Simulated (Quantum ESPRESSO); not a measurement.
**V: phonons at H under several settings**

```
V
1.0
    -1.51435    1.51435    1.51435
     1.51435   -1.51435    1.51435
     1.51435    1.51435   -1.51435
V
1
Direct
  0.00000 0.00000 0.00000
```

All runs used Quantum ESPRESSO 7.5; potentials PseudoDojo 0.4.1 SR LDA standard; k mesh 8 × 8 × 8; collinear spin, ferromagnetic start; cutoff 1143 eV; occupations cold, width 0.2 eV.

```csv
level,geometry,volume (Å³/atom),pressure (GPa),frequencies (cm⁻¹)
LDA,relaxed at 0 GPa,?,0.0,?
LDA,relaxed at 2 GPa,12.38,2.0,333 333 333
LDA,relaxed at 5 GPa,12.22,5.0,338 338 338
LDA,relaxed at 10 GPa,11.98,10.0,345 345 345
LDA,relaxed at 15 GPa,11.76,15.0,351 351 351
```

What stands in the row left open?

Volume 12.49 Å³/atom; frequencies 329 329 329 cm⁻¹.

Caveats: all runs use coarse meshes; the mesh is thin for the phonons of a metal; the cell is more than 3 GPa from zero pressure, which shifts response properties (some runs); the volume moved by over 15 % at a fixed basis, so the end points are rough (some runs).

For the row left open. Caveat: the k mesh is coarse (spacing up to 0.37 Å⁻¹), so the values aren't converged; the mesh is thin for the phonons of a metal.
